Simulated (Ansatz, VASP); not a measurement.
**Two plane-wave programs on SiO2**

Contents of INCAR:

```
SYSTEM = SiO2
PREC     = Accurate       ! precision mode
ENCUT    = 520            ! plane-wave cutoff, eV
EDIFF    = 1E-6           ! SCF threshold, eV
ISMEAR   = 0              ! smearing method
SIGMA    = 0.05           ! smearing width, eV
LREAL    = .False.        ! projectors in reciprocal space
LASPH    = .True.         ! aspherical terms in the spheres
NELM     = 100            ! most SCF steps
ALGO     = Normal         ! electronic algorithm
ISIF     = 2              ! what is computed and relaxed
LWAVE    = .False.        ! write WAVECAR
LCHARG   = .False.        ! write CHGCAR
NBANDS   = 25             ! bands
```

Contents of KPOINTS:

```
Automatic mesh
0
Gamma
  6 6 8
  0 0 0
```

Contents of POSCAR:

```
SiO2
1.0
    4.0804000000      0.0000000000      0.0000000000
    0.0000000000      4.0804000000      0.0000000000
    0.0000000000      0.0000000000      2.5336000000
Si O
2 4
Direct
    0.5000000000      0.5000000000      0.5000000000
    0.0000000000      0.0000000000      0.0000000000
    0.6944252994      0.6944252994      0.0000000000
    0.1944252994      0.8055747006      0.5000000000
    0.3055747006      0.3055747006      0.0000000000
    0.8055747006      0.1944252994      0.5000000000
```

Input for Ansatz:

```yaml
crystal:
  lattice:
    - [4.0804, 0.0, 0.0]
    - [0.0, 4.0804, 0.0]
    - [0.0, 0.0, 2.5336]
  atoms:
    - { symbol: Si, position: [0.5, 0.5, 0.5] }
    - { symbol: Si, position: [0.0, 0.0, 0.0] }
    - { symbol: O, position: [0.6944252994, 0.6944252994, 0.0] }
    - { symbol: O, position: [0.1944252994, 0.8055747006, 0.5] }
    - { symbol: O, position: [0.3055747006, 0.3055747006, 0.0] }
    - { symbol: O, position: [0.8055747006, 0.1944252994, 0.5] }
basis:
  ecutwfc: 520.0
kpoints:
  mp_grid: { grid: [6, 6, 8] }
hamiltonian:
  xc: lda
  pseudopotentials: { kind: paw, azcp: { folder: soft_1 } }
scf:
  occupations: { method: gaussian, width: 0.05 }
output:
  forces: true
  stress: true
  eigenvalues: true
```

Alike in both runs: task single point; functional LDA; k mesh 6 × 6 × 8; occupations gaussian, width 0.05 eV; no spin polarisation.

|  | VASP | Ansatz |
| --- | --- | --- |
| version | VASP 6.6.1 | Ansatz 0.2.0 |
| potentials or method | VASP PAW LDA potentials, release 64 (Si, O) | scalar-relativistic, plane waves, PAW |
| plane-wave cutoff (eV) | 520 | 520 |
| valence electrons in the cell | 32 | 32 |

Ansatz gave:

* gap on the k mesh at the Fermi level (eV): 7.29
* least direct gap on the mesh (eV): 7.29
* rms of the force components (eV/Å): 0.265

Task: Which values does VASP return?

Result: gap on the k mesh at the Fermi level (eV): 7.24; least direct gap on the mesh (eV): 7.24; rms of the force components (eV/Å): 0.292.

Atom by atom the forces differ by 0.027 eV/Å (rms over components). Ansatz warned: «pseudo_functional_mismatch».

 A hybrid or GW would open this gap; LDA tends to underestimate it. A k mesh can miss the band edges.
